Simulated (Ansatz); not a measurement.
**Structure types of NaF compared at 0.3 GPa**

Structure types of NaF are relaxed in primitive cells with their symmetry kept at 0.3 GPa, on PAW files; LAPW relaxes the small cells further and takes the PAW cell for the others (marked *). The enthalpy is E + pV at zero temperature, without zero-point motion. Only the types listed were tried, and differences under about 5 meV/atom are mesh noise. The real phase may be another.

Computed with Ansatz 0.2.0; functional PBEsol, scalar-relativistic. Settings: Fermi–Dirac smearing of 0.05 eV, no spin polarisation. Methods: LAPW: all electrons, basis error target 0.5 meV/atom; PAW: frozen-core files, cutoff 420 eV.

k meshes: rocksalt 15×15×15, CsCl 14×14×14, zincblende 14×14×14, wurtzite 11×11×6, anti NiAs 12×12×7.

The PAW files were made under PBE.

**Question.** Which type is lowest in enthalpy, and by how much?

**Answer.** rocksalt, 51 meV/atom below flat h-MgO. The whole table:

```csv
start type,ends as,"a, b, c (Å)",V (Å³/atom),"H − H(lowest), LAPW (meV/atom)","same, PAW"
rocksalt,"rocksalt, Fm-3m","4.619, 4.619, 4.619",12.32,0.0,0.0
CsCl,"CsCl, Pm-3m","2.812, 2.812, 2.812",11.11,141.2,141.8
zincblende,"zincblende, F-43m","5.077, 5.077, 5.077",16.35,112.7,112.6
wurtzite*,"flat h-MgO, P6_3/mmc","3.881, 3.881, 4.575",14.92,51.2,51.2
anti NiAs*,"anti NiAs, P6_3/mmc","3.191, 3.191, 5.658",12.48,54.2,54.5
```
